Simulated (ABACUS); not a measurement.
# BaTe (Fm-3m) in ABACUS: a series of runs

One crystal, BaTe, is run at these levels: PBEsol, r2SCAN; tasks: single point.

Program: ABACUS 3.10.1. These are calculated values, not measurements. Logs are shortened: lines on timing, memory, paths and dates and some standing lists are left out, and cuts for length are marked.

**1. The crystal as given**

Symmetry: Fm-3m, No. 225, cubic system. Conventional cell: a = 6.820 Å, b = 6.820 Å, c = 6.820 Å, α = 90.00°, β = 90.00°, γ = 90.00°. Ba (site symmetry m-3m) has 6 Te at 3.41 Å as nearest neighbours. Around Te (site symmetry m-3m) lie 6 Ba at 3.41 Å.

**2. Single point, PBEsol**

The input, INPUT:

```
INPUT_PARAMETERS
suffix              BaTe
calculation         scf
basis_type          pw
pseudo_dir          ./
symmetry            1
dft_functional      pbesol
ecutwfc             40
pseudo_rcut         10
nspin               1
nbands              18
ks_solver           dav
smearing_method     fd
smearing_sigma      0.00367493
scf_thr             1e-08
scf_nmax            100
mixing_type         broyden
mixing_beta         0.7
cal_force           1
cal_stress          1
ecutrho             320
out_chg             1
kpar                4
```

The input, STRU:

```
ATOMIC_SPECIES
Ba 137.3270 ba_pbesol_v1.uspp.F.UPF
Te 127.6000 te_pbesol_v1.uspp.F.UPF

LATTICE_CONSTANT
1.8897261246

LATTICE_VECTORS
0.0000000000 3.4100000000 3.4100000000
3.4100000000 0.0000000000 3.4100000000
3.4100000000 3.4100000000 0.0000000000

ATOMIC_POSITIONS
Direct

Ba
0.0
1
0.0000000000 0.0000000000 0.0000000000 1 1 1

Te
0.0
1
0.5000000000 0.5000000000 0.5000000000 1 1 1
```

The input, KPT:

```
K_POINTS
0
Gamma
6 6 6 0 0 0
```

Potentials or basis: GBRV ultrasoft 1.5 PBEsol, plane waves.

Started as:

```console
OMP_NUM_THREADS=1 mpirun -np 4 abacus > log
```

running log:

```text
ABACUS v3.10.1

               Atomic-orbital Based Ab-initio Computation at UStc

 ------------------------------------------------------------------------------------

 READING GENERAL INFORMATION
                           global_out_dir = OUT.BaTe/
                           global_in_card = INPUT
                               pseudo_dir = ./
                              orbital_dir =
                                    DSIZE = 4
                                    GSIZE = 1

 READING UNITCELL INFORMATION
                                    ntype = 2
                  lattice constant (Bohr) = 1.88973
              lattice constant (Angstrom) = 1

 READING ATOM TYPE 1
                               atom label = Ba
                      L=0, number of zeta = 1
                      L=1, number of zeta = 1
                      L=2, number of zeta = 1
             number of atom for this type = 1

 READING ATOM TYPE 2
                               atom label = Te
                      L=0, number of zeta = 1
                      L=1, number of zeta = 1
                      L=2, number of zeta = 1
             number of atom for this type = 1

                        TOTAL ATOM NUMBER = 2
DIRECT COORDINATES
    atom                   x                   y                   z     mag                  vx                  vy                  vz
taud_Ba1            0.0000000000        0.0000000000        0.0000000000  0.0000        0.0000000000        0.0000000000        0.0000000000
taud_Te1            0.5000000000        0.5000000000        0.5000000000  0.0000        0.0000000000        0.0000000000        0.0000000000

                          Volume (Bohr^3) = 535.168
                             Volume (A^3) = 79.3035

 Lattice vectors: (Cartesian coordinate: in unit of a_0)
                   +0               +3.41               +3.41
                +3.41                  +0               +3.41
                +3.41               +3.41                  +0
 Reciprocal vectors: (Cartesian coordinate: in unit of 2 pi/a_0)
            -0.146628           +0.146628           +0.146628
            +0.146628           -0.146628           +0.146628
            +0.146628           +0.146628           -0.146628
 The esolver type has been set to : ksdft_pw

                PAO radial cut off (Bohr) = 10

 Read in pseudopotential file is ba_pbesol_v1.uspp.F.UPF
                     pseudopotential type = US
          exchange-correlation functional = PBEsol
                 nonlocal core correction = 1
                        valence electrons = 10
                                     lmax = 3
                           number of zeta = 5
                     number of projectors = 7
                           L of projector = 0
                           L of projector = 0
                           L of projector = 1
                           L of projector = 1
                           L of projector = 2
                           L of projector = 2
                           L of projector = 3
 XC functional updated to : pbesol
          exchange-correlation functional = PBESOL
                PAO radial cut off (Bohr) = 10

 Read in pseudopotential file is te_pbesol_v1.uspp.F.UPF
                     pseudopotential type = US
          exchange-correlation functional = PBEsol
                 nonlocal core correction = 1
                        valence electrons = 6
                                     lmax = 2
                           number of zeta = 2
                     number of projectors = 5
                           L of projector = 0
                           L of projector = 0
                           L of projector = 1
                           L of projector = 1
                           L of projector = 2
 XC functional updated to : pbesol
          exchange-correlation functional = PBESOL
     initial pseudo atomic orbital number = 17

 SETUP THE ELECTRONS NUMBER
            electron number of element Ba = 10
      total electron number of element Ba = 10
            electron number of element Te = 6
      total electron number of element Te = 6
            AUTOSET number of electrons:  = 16
                           occupied bands = 8
                                   NBANDS = 18
                                   NLOCAL = 18

%%%%%%%%%%%%%%%%%%%%%%%%%%%%%%%%%%%%%%%%%%%%%%%%%%%%%%%%%%%%%%%%%%%%%%%%%%%%%%%%%%%%%%%%%%%%%%%%%%%%%%%%%%
 Warning: the number of valence electrons in pseudopotential > 2 for Ba: [Xe] 6s2
 Pseudopotentials with additional electrons can yield (more) accurate outcomes, but may be less efficient.
 If you're confident that your chosen pseudopotential is appropriate, you can safely ignore this warning.
%%%%%%%%%%%%%%%%%%%%%%%%%%%%%%%%%%%%%%%%%%%%%%%%%%%%%%%%%%%%%%%%%%%%%%%%%%%%%%%%%%%%%%%%%%%%%%%%%%%%%%%%%%

 SETUP THE PLANE WAVE BASIS
 energy cutoff for charge/potential (unit:Ry) = 160
            fft grid for charge/potential = [ 40, 40, 40 ]
                        fft grid division = [ 1, 1, 1 ]
        big fft grid for charge/potential = [ 54, 54, 54 ]
                                     nbxx = 157464
                                     nrxx = 64000

 SETUP PLANE WAVES FOR CHARGE/POTENTIAL
                    number of plane waves = 18197
                         number of sticks = 925

 PARALLEL PW FOR CHARGE/POTENTIAL
     PROC   COLUMNS(POT)             PW
        1            925          18197
 --------------- sum -------------------
        1            925          18197
                            number of |g| = 226
                                  max |g| = 14.4478
                                  min |g| = 0

 energy cutoff for dense charge/potential (unit:Ry) = 320
      fft grid for dense charge/potential = [ 54, 54, 54 ]
                                     nrxx = 157464

 SETUP PLANE WAVES FOR dense CHARGE/POTENTIAL
                    number of plane waves = 51493
                         number of sticks = 1813

 PARALLEL PW FOR dense CHARGE/POTENTIAL
     PROC   COLUMNS(POT)             PW
        1           1813          51493
 --------------- sum -------------------
        1           1813          51493
                            number of |g| = 451
                                  max |g| = 28.8955
                                  min |g| = 0

----------- Double Check Mixing Parameters Begin ------------
mixing_type: broyden
mixing_beta: 0.7
mixing_gg0: 1
mixing_gg0_min: 0.1
mixing_ndim: 8
----------- Double Check Mixing Parameters End ------------

 LATTICE VECTORS: (CARTESIAN COORDINATE: IN UNIT OF A0)
                   +0               +3.41               +3.41
                +3.41                  +0               +3.41
                +3.41               +3.41                  +0
                       right hand lattice = 1
                                   NORM_A = 4.82247
                                   NORM_B = 4.82247
                                   NORM_C = 4.82247
                           ALPHA (DEGREE) = 60
                           BETA  (DEGREE) = 60
                           GAMMA (DEGREE) = 60

 The lattice vectors have been changed (STRU_SIMPLE.cif)

(for optimal symmetric configuration:)
                             BRAVAIS TYPE = 3
                     BRAVAIS LATTICE NAME = 03. Cubic F (face-centered)
                                    ibrav = 3
                                    IBRAV = 3
                                  BRAVAIS = FACE CENTERED CUBIC
                       LATTICE CONSTANT A = 6.82
Original cell was already a primitive cell.
                        ROTATION MATRICES = 48
              PURE POINT GROUP OPERATIONS = 48
                   SPACE GROUP OPERATIONS = 48
                              POINT GROUP = O_h
               POINT GROUP IN SPACE GROUP = O_h

 SETUP K-POINTS
                                    nspin = 1
                   Input type of k points = Monkhorst-Pack(Gamma)
                                   nkstot = 216
                       right hand lattice = 1
(for reciprocal lattice: )
                             BRAVAIS TYPE = 2
                     BRAVAIS LATTICE NAME = 02. Cubic I (body-centered)
                                    ibrav = 2
                       right hand lattice = 1
(for k-lattice: )
                             BRAVAIS TYPE = 2
                     BRAVAIS LATTICE NAME = 02. Cubic I (body-centered)
                                    ibrav = 2
                       right hand lattice = 1
                        ROTATION MATRICES = 48
                               nkstot_ibz = 16
K-POINTS REDUCTION ACCORDING TO SYMMETRY
     IBZ    DIRECT_X    DIRECT_Y    DIRECT_Z  WEIGHT  ibz2bz
       1  0.00000000  0.00000000  0.00000000  0.0046       0
       2  0.16666667  0.16666667  0.16666667  0.0370       1
       3  0.33333333  0.33333333  0.33333333  0.0370       2
       4  0.50000000  0.50000000  0.50000000  0.0185       3
       5  0.16666667  0.16666667  0.00000000  0.0278       7
       6  0.33333333  0.33333333  0.16666667  0.1111       8
[... 8 lines left out ...]
      15  0.50000000  0.33333333 -0.33333333  0.1111      52
      16  0.50000000  0.33333333 -0.16666667  0.0556      58

                               nkstot now = 16
[... K-POINTS DIRECT COORDINATES: 16 rows ...]

           k-point number in this process = 4
       minimum distributed K point number = 4
[... stars of the k points ...]

[... K-POINTS CARTESIAN COORDINATES: 4 rows ...]

[... K-POINTS DIRECT COORDINATES: 4 rows ...]

 SETUP PLANE WAVES FOR WAVE FUNCTIONS
     energy cutoff for wavefunc (unit:Ry) = 40
              fft grid for wave functions = [ 40, 40, 40 ]
                    number of plane waves = 2733
                         number of sticks = 253

 PARALLEL PW FOR WAVE FUNCTIONS
     PROC   COLUMNS(POT)             PW
        1            253           2733
 --------------- sum -------------------
        1            253           2733

 SETUP NONLOCAL PSEUDOPOTENTIALS IN PLANE WAVE BASIS
 Ba non-local projectors:
 projector 1 L=0
 projector 2 L=0
 projector 3 L=1
 projector 4 L=1
 projector 5 L=2
 projector 6 L=2
 projector 7 L=3
 Te non-local projectors:
 projector 1 L=0
 projector 2 L=0
 projector 3 L=1
 projector 4 L=1
 projector 5 L=2
      TOTAL NUMBER OF NONLOCAL PROJECTORS = 38

 Init Non-Local PseudoPotential table :
 Init Non-Local-Pseudopotential done.

                                     npwx = 2277

 Make real space PAO into reciprocal space.
       max mesh points in Pseudopotential = 771
     dq(describe PAO in reciprocal space) = 0.01
                                    max q = 763

 number of pseudo atomic orbitals for Ba is 5
WARNING: norm of atomic wavefunction # 3 of atomic type Ba is 0.998115, renormalized
WARNING: norm of atomic wavefunction # 4 of atomic type Ba is 0.99654, renormalized
WARNING: norm of atomic wavefunction # 5 of atomic type Ba is 0.963731, renormalized

 number of pseudo atomic orbitals for Te is 2
WARNING: norm of atomic wavefunction # 2 of atomic type Te is 0.999975, renormalized

 -------------------------------------------
 SELF-CONSISTENT
 -------------------------------------------
                                 init_chg = atomic

 PW ALGORITHM --------------- ION=   1  ELEC=   1--------------------------------

 Notice: Threshold on eigenvalues was too large.
 hsover_error=0.16 > DRHO=0.029184
 Origin diag ethr = 0.01
 New diag ethr = 0.0001824

 Density error is 0.029217050958
                          Error Threshold = 0.000182399800945
----------------------------------------------------------
     Energy           Rydberg                 eV
----------------------------------------------------------
 E_KohnSham     -96.8620381906       -1317.8756392857
 E_Harris       -96.7146196387       -1315.8699069896
 E_Fermi        0.4700079639         6.3947864147
----------------------------------------------------------
[... 63 lines left out ...]
 Density error is 2.02018279171e-09
                          Error Threshold = 8.61991652108e-11
----------------------------------------------------------
     Energy           Rydberg                 eV
----------------------------------------------------------
 E_KohnSham     -96.8662946488       -1317.9335513706
 E_KS(sigma->0) -96.8662946448       -1317.9335513167
 E_Harris       -96.8663093222       -1317.9337510126
 E_band         -4.0028274428        -54.4612613331
 E_one_elec     -4.7981890000        -65.2827104814
 E_Hartree      8.5378959911         116.1640344098
 E_xc           -42.0776684342       -572.4960492603
 E_Ewald        -58.5283331977       -796.3188259310
 E_entropy(-TS) -0.0000000079        -0.0000001077
 E_descf        0.0000000000         0.0000000000
 E_exx          0.0000000000         0.0000000000
 E_Fermi        0.4890929301         6.6544507011
----------------------------------------------------------

 charge density convergence is achieved
 final etot is -1317.9335514 eV
 EFERMI = 6.6544507011 eV

 STATE ENERGY(eV) AND OCCUPATIONS    NSPIN == 1
 1/4 kpoint (Cartesian) = 0.0000 0.0000 0.0000 (2277 pws)
       1       -20.6885     0.00925926
       2       -5.84454     0.00925926
       3       -5.84454     0.00925926
       4       -5.84454     0.00925926
       5       -3.70583     0.00925926
       6        6.01124     0.00925924
[... 59 lines left out ...]
       6        3.56528      0.0370370
[... 10 lines left out ...]
      17        14.4074    1.68794e-69
      18        14.4074    1.68794e-69

------------------------------------------------------------------------------------------
 TOTAL-FORCE (eV/Angstrom)
------------------------------------------------------------------------------------------
                       Ba1         0.0000000000         0.0000000000         0.0000000000
                       Te1         0.0000000000         0.0000000000         0.0000000000
------------------------------------------------------------------------------------------

----------------------------------------------------------------
 TOTAL-STRESS (KBAR)
----------------------------------------------------------------
        20.5845650223        -0.0000000000        -0.0000000000
         0.0000000000        20.5845650223        -0.0000000000
        -0.0000000000         0.0000000000        20.5845650223
----------------------------------------------------------------
 TOTAL-PRESSURE: 20.584565 KBAR

 --------------------------------------------
 !FINAL_ETOT_IS -1317.9335513705771064 eV
 --------------------------------------------
```

It took 41 s on 4 MPI ranks of Intel Xeon Platinum 8488C (Sapphire Rapids), shared host; peak memory 1.6 GiB.

Results:

```yaml
Free_energy: -1317.9336 eV
Pressure: 2.1 GPa
Band_gap_on_the_k_mesh: 1.28 eV, indirect (least direct gap 1.64 eV)
```

Levels at points of the mesh, in eV from the valence-band top:
```tsv
k point	band 4	band 5	band 6	band 7	band 8	band 9	band 10	band 11	band 12	band 13
(0.00, 0.00, 0.00)	-11.86	-9.72	0.00	0.00	0.00	2.85	2.85	2.85	3.13	3.57
(0.50, 0.50, 0.50)	-11.87	-8.71	-2.45	-1.25	-1.25	4.08	5.01	5.15	5.15	6.48
(0.50, 0.50, 0.00)	-11.98	-9.49	-1.11	-0.36	-0.36	1.28	4.58	4.92	6.00	6.08
```

Caveat: spin-orbit coupling is left out, which moves the levels of the heavy elements.

(Continued in part 2 of 2.)
